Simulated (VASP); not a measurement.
The system is Mg3Sb2.

```
CELL_PARAMETERS angstrom
4.58200 0.00000 0.00000
-2.29100 3.96813 0.00000
0.00000 0.00000 7.24400
ATOMIC_POSITIONS crystal
Sb 0.66667 0.33333 0.76500
Sb 0.33333 0.66667 0.23500
Mg 0.00000 0.00000 0.00000
Mg 0.66667 0.33333 0.37000
Mg 0.33333 0.66667 0.63000
```

Base run:

| Item | Value |
| --- | --- |
| Program | VASP 6.6.1 |
| Functional | TB-mBJ |
| Potentials or basis | VASP PAW PBE potentials, release 64 (Sb, Mg) |
| Cutoff | 520 eV |
| k mesh | 7 × 7 × 4 |
| Occupations | fermi-dirac, width 0.05 eV |
| Spin | no spin polarisation |

Its results: band gap on the k mesh 0.80 eV, indirect (least direct gap 1.78 eV).

Problem. After a change of settings the same cell gave: band gap on the k mesh 0.34 eV, indirect (least direct gap 1.17 eV). Which change was it?
A. functional from TB-mBJ to PBE; occupations from fermi-dirac, width 0.05 eV to gaussian, width 0.012 eV
B. functional from TB-mBJ to LMBJ; further incar settings from ALGO = Normal; EDIFF = 1e-06; NBANDS = 16 to ALGO = Normal; EDIFF = 1e-06
C. functional from TB-mBJ to LAK

Solution. A.

Caveats: spin-orbit coupling is left out, which moves the levels of the heavy elements; an odd mesh through Γ misses points on the zone boundary, where band edges often lie (some runs).
